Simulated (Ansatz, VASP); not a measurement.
# One calculation of InSe, two programs

Contents of INCAR:

```
PREC     = Accurate       # precision mode
ENCUT    = 520            # plane-wave cutoff, eV
EDIFF    = 1E-7           # SCF threshold, eV
ISMEAR   = -1             # smearing method
SIGMA    = 0.05           # smearing width, eV
LREAL    = F              # projectors in reciprocal space
LASPH    = T              # aspherical terms in the spheres
NELM     = 80             # most SCF steps
ALGO     = Normal         # electronic algorithm
ISIF     = 2              # what is computed and relaxed
LWAVE    = F              # write WAVECAR
LCHARG   = F              # write CHGCAR
GGA      = PE             # functional
NBANDS   = 27             # bands
```

File KPOINTS:

```
regular mesh
0
Gamma
  7 7 6
```

The input POSCAR:

```
InSe
1.0
    5.9030647348     -2.0816869103      0.0000000000
    5.9030647348      2.0816869103      0.0000000000
   -1.7459097331      0.0000000000      4.8341359509
In Se
2 2
Direct
    0.8882032500      0.8882032500      0.0468413600
    0.1117967500      0.1117967500      0.9531586400
    0.6609275900      0.6609275900      0.6689556200
    0.3390724100      0.3390724100      0.3310443800
```

Contents of input.yaml:

```yaml
crystal:
  lattice:
    - [5.9030647348, -2.0816869103, 0.0]
    - [5.9030647348, 2.0816869103, 0.0]
    - [-1.7459097331, 0.0, 4.8341359509]
  atoms:
    - { symbol: In, position: [0.88820325, 0.88820325, 0.04684136] }
    - { symbol: In, position: [0.11179675, 0.11179675, 0.95315864] }
    - { symbol: Se, position: [0.66092759, 0.66092759, 0.66895562] }
    - { symbol: Se, position: [0.33907241, 0.33907241, 0.33104438] }
hamiltonian:
  xc: pbe
  pseudopotentials: { kind: paw }
kpoints:
  mp_grid: { grid: [7, 7, 6] }
scf:
  occupations: { method: fermi_dirac, width: 0.05 }
output:
  forces: true
  stress: true
  eigenvalues: true
```

Change from the starting cell: volume scaled by 1.04.

Alike in both runs: task single point; functional PBE; k mesh 7 × 7 × 6; occupations fermi-dirac, width 0.05 eV; no spin polarisation.

```csv
,VASP,Ansatz
version,VASP 6.6.1,Ansatz 0.2.0
potentials or method,"VASP PAW PBE potentials, release 64 (In_d, Se)",Ansatz PAW
plane-wave cutoff (eV),520,420
valence electrons in the cell,38,58
```

|  | VASP | Ansatz | Ansatz less VASP |
| --- | --- | --- | --- |
| gap on the k mesh at the Fermi level (eV) | 1.07 | 1.07 | +0.007 |
| least direct gap on the mesh (eV) | 1.10 | 1.11 | +0.007 |
| pressure (GPa) | -0.4 | -0.4 | -0.03 |
| largest component of the traceless stress (GPa) | 0.31 | 0.31 | -0.001 |
| rms of the force components (eV/Å) | 0.042 | 0.048 | +0.0060 |

Atom by atom the forces differ by 0.006 eV/Å (rms over components). With one functional, cell and mesh, what is left measures potentials, basis and numerics. The two sets of potentials don't hold the same shells in valence.

Caveats: spin-orbit coupling is left out, which moves the levels of the heavy elements; an odd mesh through Γ misses points on the zone boundary, where band edges often lie (VASP); odd divisions of the mesh miss points on the zone boundary, where band edges often lie, so the gap on the mesh can be too wide (Ansatz).
